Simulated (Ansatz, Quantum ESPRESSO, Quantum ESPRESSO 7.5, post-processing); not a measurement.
## Ballistic transmission: 4 layers of Pd in Mo(110), on the host's sites

How well does the junction conduct in the ballistic limit? It is: 4 layers of Pd in Mo(110), on the host's sites.

Main program and level: Quantum ESPRESSO 7.5; plane-wave DFT, PBEsol, GBRV ultrasoft pseudopotentials (cross-check by Ansatz 0.2.0 with PAW datasets).

Most raw output is cut from this account.

## 1. The structure

The cell holds 20 atoms: 16 Mo and 4 Pd. Its edges and angles: a = 3.160 Å, b = 2.737 Å, c = 44.414 Å, α = 90.0°, β = 90.0°, γ = 54.7°. It derives from Mo. Regions: left lead, 8 atoms (8 Mo); channel, 4 atoms (4 Pd); right lead, 8 atoms (8 Mo). The structure is stacked along c, and the current runs across the ab planes.

## 2. Ground state

One periodic cell holds a stretch of lead, the junction and more lead; the atoms stay as built.

The input, scf.in:

```
&control
  prefix = 'scf'
  outdir = './out'
  pseudo_dir = './pseudo'
  calculation = 'scf'
  tprnfor = .true.
/
&system
  ibrav = 0
  nat = 20
  ntyp = 2
  ecutwfc = 40
  ecutrho = 200
  occupations = 'smearing'
  smearing = 'mv'
  degauss = 0.01
/
&electrons
  conv_thr = 1e-07
  mixing_beta = 0.25
  electron_maxstep = 120
  mixing_mode = 'local-TF'
/
ATOMIC_SPECIES
  Mo  95.9500  mo_pbesol_v1.uspp.F.UPF
  Pd  106.4200  pd_pbesol_v1.4.uspp.F.UPF
CELL_PARAMETERS angstrom
  3.16000000000000 0.00000000000000 0.00000000000000
  1.58000000000000 2.23445742854949 0.00000000000000
  0.00000000000000 0.00000000000000 44.41354461067830
ATOMIC_POSITIONS crystal
  Mo  0.000000000000 0.000000000000 0.000000000000
  Mo  0.500000000000 0.000000000000 0.050310270170
  Mo  0.000000000000 0.000000000000 0.100620540339
  Mo  0.500000000000 0.000000000000 0.150930810509
  Mo  0.000000000000 0.000000000000 0.201241080678
  Mo  0.500000000000 0.000000000000 0.251551350848
  Mo  0.000000000000 0.000000000000 0.301861621017
  Mo  0.500000000000 0.000000000000 0.352171891187
  Pd  0.000000000000 0.000000000000 0.401706485932
  Pd  0.500000000000 0.000000000000 0.450465405254
  Pd  0.000000000000 0.000000000000 0.499224324576
  Pd  0.500000000000 0.000000000000 0.547983243898
  Mo  0.000000000000 0.000000000000 0.597517838644
  Mo  0.500000000000 0.000000000000 0.647828108813
  Mo  0.000000000000 0.000000000000 0.698138378983
  Mo  0.500000000000 0.000000000000 0.748448649152
  Mo  0.000000000000 0.000000000000 0.798758919322
  Mo  0.500000000000 0.000000000000 0.849069189491
  Mo  0.000000000000 0.000000000000 0.899379459661
  Mo  0.500000000000 0.000000000000 0.949689729830
K_POINTS automatic
  9 11 1 0 0 0
```

Launch:

```sh
> OMP_NUM_THREADS=1 mpirun -n 4 pw.x -nk 4 -in scf.in > scf.out
```

Run time: 86 min. Hardware: 4 MPI ranks of Arm Neoverse V1, shared host; peak memory 2.4 GiB; 5.7 h of CPU time.

This step gave:

- free energy: -41143.0710 eV
- Fermi energy: 20.36 eV

The program's own clock; routines nest. Time by routine:

```tsv
routine	wall time (s)	calls
electrons	5104	1
PWSCF	5100	1
c_bands	4721	45
cegterg	4506	602
h_psi	2216	3518
fftw	1432	757221
vloc_psi	1350	3518
calbec	567	4155
h_psi:calbec	427.3	3518
add_vuspsi	424	3518
s_psi	423.8	3518
sum_band	363.8	45
cdiaghg	168	3492
init_run	39.02	1
```

The run needed 45 iterations to bring the estimated error under 1e-07 Ry; the largest force on any atom, held or free, is 0.70 eV/Å.

## 3. Transmission with pwcond.x

prefixt takes both regions from one run: the lead from 0 to bdl, the scattering region from bdl to bds (units of alat). ikind = 1 puts the same lead on both sides. The program's T_tot counts both spins in a run without spin; the tables below give T per spin.

The input, cond.in:

```
&inputcond
  outdir = './out'
  prefixt = 'scf'
  tran_file = 'cond.dat'
  bdl = 1.4142135633
  bds = 14.0549191804
  ikind = 1
  ewind = 4.0
  epsproj = 1e-05
  nz1 = 7
  energy0 = 0.4
  denergy = -0.4
/
21
  0.00000000 0.00000000 0.01562500
  0.00000000 0.12500000 0.03125000
  0.00000000 0.25000000 0.03125000
  0.00000000 0.37500000 0.03125000
  0.00000000 0.50000000 0.01562500
  0.12500000 0.00000000 0.06250000
  0.12500000 0.25000000 0.06250000
  0.12500000 0.37500000 0.06250000
  0.12500000 0.50000000 0.06250000
  0.25000000 0.00000000 0.06250000
  0.25000000 0.12500000 0.03125000
  0.25000000 0.37500000 0.06250000
  0.25000000 0.50000000 0.06250000
  0.25000000 0.62500000 0.03125000
  0.37500000 0.00000000 0.06250000
  0.37500000 0.12500000 0.06250000
  0.37500000 0.50000000 0.06250000
  0.37500000 0.62500000 0.06250000
  0.50000000 0.00000000 0.03125000
  0.50000000 0.12500000 0.06250000
  0.50000000 0.25000000 0.03125000
3
```

Launch:

```sh
> OMP_NUM_THREADS=1 mpirun -n 4 pwcond.x -in cond.in > cond.out
```

Run time: 2.4 min. Hardware: 4 MPI ranks; peak memory 0.32 GiB; 9.6 min of CPU time.

This step gave:

| Quantity | Value |
| --- | --- |
| lead channels at the Fermi level, one spin | 0.9688 |
| transmission at the Fermi level, one spin | 0.3954 |
| conductance | 0.3954 G₀ |

Per spin; mean over the k mesh across the current. The open channels, zone mean by energy, zero at the Fermi level:

```tsv
energy (eV)	open channels, zone mean
-0.400	1.12
0.000	0.969
0.400	1.25
```

Per spin; mean over the k mesh across the current. Transmission, zone mean against energy, zero at the Fermi level:

```tsv
energy (eV)	transmission, zone mean
-0.400	0.363
0.000	0.395
0.400	0.245
```

At 0.000 eV; k in fractions of b1, b2. Transmission by k point:

```tsv
k1	k2	weight	t	channels
0	0	0.01562	1.826	2
0	0.125	0.03125	1.999	3
0	0.25	0.03125	0.3324	2
0	0.375	0.03125	0.3393	1
0	0.5	0.01562	0.6114	2
0.125	0	0.0625	1.033	2
0.125	0.25	0.0625	0.5781	2
0.125	0.375	0.0625	0	0
0.125	0.5	0.0625	0.9944	2
0.25	0	0.0625	0	0
0.25	0.125	0.03125	0.9438	1
0.25	0.375	0.0625	0	0
0.25	0.5	0.0625	0	0
0.25	0.625	0.03125	0.4063	1
0.375	0	0.0625	0.1981	2
0.375	0.125	0.0625	0.1085	1
0.375	0.5	0.0625	0	0
0.375	0.625	0.0625	0	0
0.5	0	0.03125	1.588	2
0.5	0.125	0.0625	0	0
0.5	0.25	0.03125	3.05e-5	1
```

The program's own clock; routines nest. Time by routine:

```tsv
routine	wall time (s)	calls
PWCOND	143.3	1
scatter_forw	124.8	126
local	6.93	21
compbs	5.14	63
compbs_2	4.31	63
init	1.39	1
poten	0.07	1
```

The run is unpolarised; a magnetic state was not tried, may lie lower and would change T.

At no point does T exceed the number of channels.

## 4. Transmission with pwcond.x, with epsproj = 0.01

A sensitivity test on the input.

cond.w.in, as its differences from the input of step 3:

```diff
@@ -3,3 +3,3 @@
   prefixt = 'scf'
-  tran_file = 'cond.dat'
+  tran_file = 'cond.w.dat'
   bdl = 1.4142135633
@@ -8,3 +8,3 @@
   ewind = 4.0
-  epsproj = 1e-05
+  epsproj = 0.01
   nz1 = 7
```

Launch:

```sh
> OMP_NUM_THREADS=1 mpirun -n 4 pwcond.x -in cond.w.in > cond.w.out
```

Wall time 72 s (4 MPI ranks); peak memory 0.25 GiB; 4.8 min of CPU time.

The changed values were drawn from a wide range, not chosen for quality; the comparison shows what they did here together.

Beside the run it was changed from:

```tsv
quantity	this run	unchanged run	difference
transmission at the Fermi level, one spin	0.3623	0.3954	-0.033
lead channels at the Fermi level, one spin	0.9688	0.9688	0
wall time (s)	72	144
```

Over all energies T moves by up to 0.21, at -0.4 eV, where the two runs count unlike lead channels.

The physical values in this table move by up to 8.4 %.

## 5. Cross-check with Ansatz

A second code with its own PAW datasets, on the same atoms.

Level of this step: plane-wave DFT, PBEsol, Ansatz PAW (Ansatz 0.2.0).

The input, input.yaml:

```yaml
crystal:
  lattice:
    - [3.16, 0.0, 0.0]
    - [1.58, 2.2344574285, 0.0]
    - [0.0, 0.0, 44.4135446107]
  atoms:
    - { symbol: Mo, position: [0.0, 0.0, 0.0] }
    - { symbol: Mo, position: [0.5, 0.0, 0.0503102702] }
    - { symbol: Mo, position: [0.0, 0.0, 0.1006205403] }
    - { symbol: Mo, position: [0.5, 0.0, 0.1509308105] }
    - { symbol: Mo, position: [0.0, 0.0, 0.2012410807] }
    - { symbol: Mo, position: [0.5, 0.0, 0.2515513508] }
    - { symbol: Mo, position: [0.0, 0.0, 0.301861621] }
    - { symbol: Mo, position: [0.5, 0.0, 0.3521718912] }
    - { symbol: Pd, position: [0.0, 0.0, 0.4017064859] }
    - { symbol: Pd, position: [0.5, 0.0, 0.4504654053] }
    - { symbol: Pd, position: [0.0, 0.0, 0.4992243246] }
    - { symbol: Pd, position: [0.5, 0.0, 0.5479832439] }
    - { symbol: Mo, position: [0.0, 0.0, 0.5975178386] }
    - { symbol: Mo, position: [0.5, 0.0, 0.6478281088] }
    - { symbol: Mo, position: [0.0, 0.0, 0.698138379] }
    - { symbol: Mo, position: [0.5, 0.0, 0.7484486492] }
    - { symbol: Mo, position: [0.0, 0.0, 0.7987589193] }
    - { symbol: Mo, position: [0.5, 0.0, 0.8490691895] }
    - { symbol: Mo, position: [0.0, 0.0, 0.8993794597] }
    - { symbol: Mo, position: [0.5, 0.0, 0.9496897298] }
kpoints:
  mp_grid: { grid: [9, 11, 1] }
hamiltonian:
  xc: pbesol
scf:
  occupations: { method: fermi_dirac, width: 0.1 }
  convergence: { dr2_threshold: 1.0e-08 }
output:
  transmission: { leads: [[0, 2]], e_range: [-0.4, 0.4], de: 0.4, kmesh: [8, 8] }
  write_potential: true
  write_density: true
  volumetric_format: npy
```

Launch:

```sh
> ansatz run input.yaml --threads 4 --pin off --max-ram 8192MiB --backend cpu --events-out ev --progress --plain --runs-dir out
```

Elapsed: 72 s, on 4 threads; peak memory 2.6 GiB; 4.5 min of CPU time.

Read from the output:

* free energy: -105985.8972 eV
* energy at zero smearing: -105985.6427 eV
* smearing term TS: 0.5090 eV
* symmetry operations: 4
* transmission at the Fermi level, one spin: 0.3905
* step of the lead's Hamiltonian over a period: 2.5 meV

Per spin; mean over the k mesh across the current. Table of transmission, zone mean by energy, zero at the Fermi level:

```tsv
energy (eV)	transmission, zone mean
-0.400	0.398
0.000	0.390
0.400	0.234
```

Per spin; mean over the k mesh across the current. The open channels, zone mean by energy, zero at the Fermi level:

```tsv
energy (eV)	open channels, zone mean
-0.400	1.12
0.000	0.969
0.400	1.25
```

Ansatz finds T = 0.390 against pwcond's 0.395.

## 6. All levels side by side

All levels:

```tsv
step	T at the Fermi level (per spin)	conductance (G0)	r.m.s. T(E) from the first	CPU time of the step (s)	peak memory (GiB)
Ansatz	0.3905	-	0	270.3	2.572
pwcond	0.3954	0.3954	0.02148	575.2	0.32
pwcond, changed setting	0.3623	0.3623	0.1003	289.6	0.25
```

Per spin; mean over the k mesh across the current. Table of transmission, zone mean by energy, zero at the Fermi level:

```tsv
energy (eV)	Ansatz	pwcond	pwcond, changed setting
-0.400	0.398	0.363	0.568
0.000	0.390	0.395	0.362
0.400	0.234	0.245	0.255
```

## 7. A check by hand

The Landauer sum over the mesh, Σ w T = 0.0625 × 1.03 + 0.0312 × 2 + 0.0625 × 0.994 + … = 0.3954.

G = 0.395 × 77.48 µS = 30.6 µS a cell. Times the area of 7.061 Å², the resistance-area product is A/G = 2.31 fΩ m², the leads' contact resistance included.

## 8. Summary of results

| Quantity | Value |
| --- | --- |
| conductance from T at the Fermi level, a cell (G₀ = 2e²/h) | 0.395 G₀ |
| conductance per area | 434 S/μm² |
| lead channels per spin | 0.97 |
| the same conductance by Ansatz | 0.390 G₀ |

What this shows: The junction conducts 0.395 G₀ a cell at the Fermi level (PBEsol, GBRV ultrasoft). At the Fermi level the junction passes 41 % of what the leads offer. At the Fermi level pwcond and Ansatz differ by 1.2 %, a close match. Points with over 2.5 times the mean carry 68 % of T, so the mean leans on few points, and the mesh was not tested. Over -0.4 to 0.4 eV, T lies between 0.24 and 0.40 per spin. The geometry is as built, not relaxed, and the leads are short.

[Logs are printed without paths, hosts, clocks, repeated set-up lines and the standing remarks that a program may print on its own settings, such as how far it seeks lower states.]

[Hosts, paths, dates, database ids (printed as entryN), source tags and the programs' standing remarks are cut or masked in the printed files.]

[Maps of the electrostatic potential energy from Ansatz leave out the sawtooth potential of an applied field or a dipole correction, so their vacuum need not be flat; planar profiles and work functions include it.]
